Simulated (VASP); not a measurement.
# GaN (F-43m) in VASP: notebook, part 2 of 2

VASP 6.6.1. The steps go on from the part before.

## (8) Phonons, r2SCAN

POSCAR reads:

```
GaN
1.0
    0.0000000000      2.2535006075      2.2535006075
    2.2535006075      0.0000000000      2.2535006075
    2.2535006075      2.2535006075      0.0000000000
Ga N
1 1
Direct
    0.0000000000      0.0000000000      0.0000000000
    0.2500000000      0.2500000000      0.2500000000
```

INCAR.step1 reads:

```
SYSTEM = GaN
PREC = Accurate
ENCUT = 600
EDIFF = 1E-8
ISMEAR = 0
SIGMA = 0.05
LREAL = .FALSE.
LASPH = .TRUE.
NELM = 60
ALGO = Normal
ISIF = 3
LWAVE = .FALSE.
LCHARG = .FALSE.
METAGGA = R2SCAN
LMIXTAU = .TRUE.
IBRION = 2
NSW = 40
EDIFFG = -0.002
```

INCAR.step2 reads:

```
SYSTEM = GaN
PREC = Accurate
ENCUT = 600
EDIFF = 1E-8
ISMEAR = 0
SIGMA = 0.05
LREAL = .FALSE.
LASPH = .TRUE.
NELM = 60
ALGO = Normal
ISIF = 2
LWAVE = .FALSE.
LCHARG = .FALSE.
METAGGA = R2SCAN
LMIXTAU = .TRUE.
IBRION = 6
NFREE = 2
POTIM = 0.015
NSW = 1
```

KPOINTS reads:

```
regular mesh
0
G
  7 7 7
  0 0 0
```

Potentials or basis: VASP PAW PBE potentials, release 64 (Ga_d, N).

Run with:

```console
> cat potpaw_PBE.64/Ga_d/POTCAR potpaw_PBE.64/N/POTCAR > POTCAR
> cp INCAR.step1 INCAR
> mpirun -np 1 vasp_std > vasp.out
> cp CONTCAR POSCAR
> cp INCAR.step2 INCAR
> mpirun -np 1 vasp_std > vasp.out
```

OUTCAR:

```text
SYSTEM = GaN
   PREC = Accurate
   ENCUT = 600
   EDIFF = 1E-8
   ISMEAR = 0
   LREAL = .FALSE.
   LASPH = .TRUE.
   NELM = 60
   ISIF = 2
   METAGGA = R2SCAN
   IBRION = 6
   NFREE = 2
   POTIM = 0.015
   NSW = 1

 ion  position               nearest neighbor table
   1  0.000  0.000  0.000-   2 1.95   2 1.95   2 1.95   2 1.95
   2  0.250  0.250  0.250-   1 1.95   1 1.95   1 1.95   1 1.95

  LATTYP: Found a face centered cubic cell.
 ALAT       =     4.5066552439

  Lattice vectors:

 A1 = (   0.0000000000,   2.2533276219,   2.2533276219)
 A2 = (   2.2533276219,   0.0000000000,   2.2533276219)
 A3 = (   2.2533276219,   2.2533276219,   0.0000000000)

Analysis of symmetry for initial positions (statically):
=====================================================================
 Subroutine PRICEL returns:
 Original cell was already a primitive cell.

 Routine SETGRP: Setting up the symmetry group for a
 face centered cubic supercell.

 Subroutine GETGRP returns: Found 24 space group operations
 (whereof 24 operations were pure point group operations)
 out of a pool of 48 trial point group operations.

The static configuration has the point symmetry T_d .

Analysis of symmetry for dynamics (positions and initial velocities):
=====================================================================
 Subroutine PRICEL returns:
 Original cell was already a primitive cell.

 Routine SETGRP: Setting up the symmetry group for a
 face centered cubic supercell.

 Subroutine GETGRP returns: Found 24 space group operations
 (whereof 24 operations were pure point group operations)
 out of a pool of 48 trial point group operations.

[... 312 lines left out ...]
      3      -8.8131      2.00000
      4      -8.8086      2.00000
      5      -8.4628      2.00000
      6      -8.4627      2.00000
      7       4.9901      2.00000
      8       5.0207      2.00000
      9       5.0485      2.00000
     10       7.1404      0.00000
     11      16.0024      0.00000
     12      16.0246      0.00000
     13      16.0492      0.00000
[... 354 lines left out ...]
  band No.  band energies     occupation
      1     -11.4261      2.00000
      2      -8.7649      2.00000
      3      -8.7550      2.00000
      4      -8.7315      2.00000
      5      -8.4781      2.00000
      6      -8.4478      2.00000
      7       3.2524      2.00000
      8       4.3708      2.00000
      9       4.4244      2.00000
     10       8.9549      0.00000
     11      14.5041      0.00000
     12      16.6787      0.00000
     13      16.7294      0.00000

 [... further k-points ...]

------------------------ aborting loop because EDIFF is reached ----------------------------------------

  FORCE on cell =-STRESS in cart. coord.  units (eV):
  Direction    XX          YY          ZZ          XY          YZ          ZX
  --------------------------------------------------------------------------------------
  -------------------------------------------------------------------------------------
  Total        0.0001116      0.0045254      0.0045254      0.0000000      0.1272434      0.0000000
  in kB        0.0078131      0.3168571      0.3168571      0.0000000      8.9092843      0.0000000
  external PRESSURE =       0.2138425 kB  Pullay stress =       0.0000000 kB
[... 17 lines left out ...]
  FREE ENERGIE OF THE ION-ELECTRON SYSTEM (eV)
  ---------------------------------------------------
  free  energy   TOTEN  =       -21.8955789634 eV

  energy  without entropy=      -21.8955789634  energy(sigma->0) =      -21.89557896

 INTERNAL STRAIN TENSORS FROM DISPLACED ATOMS
 ============================================

 INTERNAL STRAIN TENSOR FOR ION    1 for displacements in x,y,z  (eV/Angst):
          X           Y           Z          XY          YZ          ZX
  --------------------------------------------------------------------------------
  x    -0.00000    -0.00000    -0.00000     0.00000     8.43994     0.00000
  y     0.00000     0.00000     0.00000     0.00000     0.00000     8.43994
  z     0.00000     0.00000    -0.00000     8.43994     0.00000     0.00000

 INTERNAL STRAIN TENSOR FOR ION    2 for displacements in x,y,z  (eV/Angst):
          X           Y           Z          XY          YZ          ZX
  --------------------------------------------------------------------------------
  x     0.00000     0.00000     0.00000     0.00000    -8.49615     0.00000
  y     0.00000     0.00000     0.00000     0.00000     0.00000    -8.49615
  z     0.00000     0.00000     0.00000    -8.49615     0.00000     0.00000

 Eigenvectors and eigenvalues of the dynamical matrix
 ----------------------------------------------------

   1 f  =   16.406861 THz   103.087350 2PiTHz  547.273986 cm-1    67.853296 meV
             X         Y         Z           dx          dy          dz
      0.000000  0.000000  0.000000     0.000000   -0.410625    0.000000
      1.126664  1.126664  1.126664    -0.000000    0.911804    0.000000
[... 21 lines left out ...]
   6 f/i=    0.030387 THz     0.190930 2PiTHz    1.013614 cm-1     0.125672 meV
             X         Y         Z           dx          dy          dz
      0.000000  0.000000  0.000000     0.904286    0.113865   -0.026242
      1.126664  1.126664  1.126664     0.407239    0.051278   -0.011818

 ELASTIC MODULI CONTR FROM IONIC RELAXATION (kBar)
 Direction    XX          YY          ZZ          XY          YZ          ZX
 --------------------------------------------------------------------------------
 XX          -0.0000     -0.0000     -0.0000      0.0000      0.0000     -0.0000
 YY          -0.0000     -0.0000     -0.0000      0.0000      0.0000     -0.0000
 ZZ          -0.0000     -0.0000     -0.0000      0.0000      0.0000     -0.0000
 XY           0.0000      0.0000      0.0000   -389.6696      0.0000      0.0000
 YZ           0.0000      0.0000      0.0000      0.0000   -389.6696      0.0000
 ZX          -0.0000     -0.0000     -0.0000      0.0000      0.0000   -389.6696
 --------------------------------------------------------------------------------
```

OSZICAR.step1:

```text
N       E                     dE             d eps       ncg     rms          rms(c)
DAV:   1     0.819649041995E+02    0.81965E+02   -0.11065E+04   552   0.279E+03
DAV:   2    -0.191495474911E+02   -0.10111E+03   -0.95066E+02   590   0.383E+02
DAV:   3    -0.266919146213E+02   -0.75424E+01   -0.74912E+01   605   0.957E+01
[... 52 lines left out ...]
DAV:   5    -0.218970183835E+02   -0.20892E-06   -0.22102E-08   374   0.293E-03    0.174E-04
DAV:   6    -0.218970182814E+02    0.10204E-06   -0.45652E-09   280   0.117E-03    0.414E-05
DAV:   7    -0.218970184544E+02   -0.17300E-06   -0.20108E-09   265   0.687E-04    0.611E-05
DAV:   8    -0.218970184331E+02    0.21372E-07   -0.36850E-10   275   0.277E-04    0.605E-05
DAV:   9    -0.218970184333E+02   -0.20509E-09   -0.10708E-10   270   0.150E-04
   4 F= -.21897018E+02 E0= -.21897018E+02  d E =-.184112E-05
```

Run time: 6.9 min. Hardware: 1 thread of Intel Xeon Platinum 8488C (Sapphire Rapids), shared host; peak memory 0.2 GiB.

Results:

| Quantity | Value |
| --- | --- |
| Highest phonon frequency at Γ, LO-TO splitting left out | 547 cm⁻¹ |

Phonon frequencies in cm⁻¹ (negative: imaginary):
```
              q point           frequencies
(0.000, 0.000, 0.000)  -1 -1 -1 547 547 547
```

Caveat: the PAW data sets were made with another functional, which shifts forces and pressure a little.
